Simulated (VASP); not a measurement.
MgSe:

```
CELL_PARAMETERS angstrom
0.00000 2.72550 2.72550
2.72550 0.00000 2.72550
2.72550 2.72550 0.00000
ATOMIC_POSITIONS crystal
Se 0.50000 0.50000 0.50000
Mg 0.00000 0.00000 0.00000
```

Base run:

* Program: VASP 6.6.1
* Functional: PBE
* Potentials or basis: VASP PAW PBE potentials, release 64 (Se, Mg)
* Cutoff: 520 eV
* k mesh: 8 × 8 × 8
* Occupations: gaussian, width 0.02 eV
* Spin: no spin polarisation

Its results: band gap on the k mesh 1.80 eV, indirect (least direct gap 2.60 eV).

Problem. The run is repeated on the same cell with these changes: k mesh from 8 × 8 × 8 to 3 × 3 × 3. What comes out?

Solution. Band gap on the k mesh 2.55 eV, direct.

Caveats: some runs use coarse meshes; an odd mesh through Γ misses points on the zone boundary, where band edges often lie (some runs).
